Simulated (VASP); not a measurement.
The system is In.

```
In
1.0
    -1.75015    1.75015    1.75015
     1.75015   -1.75015    1.75015
     1.75015    1.75015   -1.75015
In
1
Cartesian
  0.0000 0.0000 0.0000
```

The cell was built by a generator and needn't be a form met in nature.

```yaml
Program: VASP 6.6.1
Task: relaxation of cell and atoms
Functional: r2SCAN
Potentials_or_basis: VASP PAW PBE potentials, release 64 (In_d)
Cutoff: 600 eV
k_mesh: 10 × 10 × 10
Occupations: fermi-dirac, width 0.05 eV
Spin: no spin polarisation
```

At the start: pressure 15.5 GPa; volume 21.44 Å³/atom.

Q: How do energy, volume and symmetry change on relaxing?

A: Over 4 steps the energy falls by 196.0 meV/atom and the volume is 26.60 Å³/atom (+24.1 %); space group Im-3m (No. 229, to 0.05 Å).

Step by step:
```
step  energy change (eV)  largest force (eV/Å)  pressure (GPa)  volume (Å³)
   1              0.0000                0.0000           15.48        21.44
   2             -0.1812                0.0000           -2.27        28.54
   3             -0.1959                0.0000            0.19        26.46
   4             -0.1960                0.0000           -0.02        26.60
```

Final structure:
```
CELL_PARAMETERS angstrom
-1.88054 1.88054 1.88054
1.88054 -1.88054 1.88054
1.88054 1.88054 -1.88054
ATOMIC_POSITIONS crystal
In 0.00000 0.00000 0.00000
```

Caveat: the volume moved by over 15 % at a fixed basis, so the end points are rough; the PAW data sets were made with another functional, which shifts forces and pressure a little.
